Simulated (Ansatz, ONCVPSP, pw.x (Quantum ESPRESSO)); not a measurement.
Mg (Z = 12): does the ONCV potential hold in the solid?

ONCVPSP 4.0.1 input, shortened (lines: element, Z, core and valence counts, functional; n l f; lmax; l rc ep ncon nbas qcut; lloc lpopt rc5 dvloc0; l nproj debl; icmod fcfact rcfact), PBE, scalar-relativistic:

```
  Mg 12.00    3    1        4      upf
    1    0    2.00
    2    0    2.00
    2    1    6.00
    3    0    2.00
    1
    0    2.20    0.00    4    9    3.70
    1    1.80    0.11    4    9    4.60
    4    5    1.60   -1.00
    0    2    3.40
    1    1    2.00
    3    3.75    1.50
```

Atomic tests: cutoffs needed: 4.0 Ha and 5.4 Ha (the cutoffs (Ha) at which the residual kinetic energy of the hardest occupied pseudo-wave falls to 1 and 0.1 mHa per electron) The cutoffs count occupied waves only; projector 1 of the p channel, the hardest unoccupied one, needs 10 Ha at the loose tolerance.; ghost test: no bound ghost flagged; GHOST(+) flagged for s at 120.6 eV; largest excitation error: -6.6 meV (all-electron minus pseudo) for 3s1, out of 4 test configurations.

Crystal test: fcc Mg in pw.x 7.5, no spin, 13³ k-points, Fermi–Dirac smearing 0.01 Ry, cutoffs 50/200 Ry. The reference is all-electron LAPW (Ansatz 0.2.0) with the same functional, mesh and smearing; V0 and B0 come from Birch–Murnaghan fits to the pressures at five volumes. Errors are pseudo minus all-electron; Δ is the rms difference of the E(V) curves that follow from these fits, minima aligned, over ±6 % about the mean V0. Mesh and smearing are coarse, so the numbers serve the comparison and aren't converged zero-temperature values; the lattice is a test structure that the element need not adopt.

```
V (Å³/atom)  P all-electron (GPa)  P pseudo (GPa)
     22.038                  1.91            0.87
     22.618                  0.86           -0.16
     23.198                 -0.07           -1.07
     23.778                 -0.88           -1.86
     24.358                 -1.60           -2.56
```

All-electron: a0 = 4.524 Å (V0 = 23.15 Å³/atom), B0 = 35.0 GPa.

Pseudopotential: mean pressure error (GPa): -1.00; a0 (Å): 4.483; a0 error (%): -0.92; B0 error (%): +9.6; Δ (meV/atom): 5.0. This is a poor potential for the solid.

**Question.** At the middle volume, how do free energy and pressure move when the wave cutoff is lowered (ecutrho kept at four times it)?

**Answer.**

| cutoff (Ry) | shift of F (meV/atom) | shift of P (GPa) |
| --- | --- | --- |
| 22 | +5.3 | -0.07 |
| 30 | +2.7 | +0.03 |
| 40 | +0.7 | -0.03 |

The run at the middle volume (84 k-points, 5 iterations) took about 8.5 s on one core of a shared host (AMD EPYC 7R43 64-Core Processor, 256 threads, 1004 GiB, load 182).
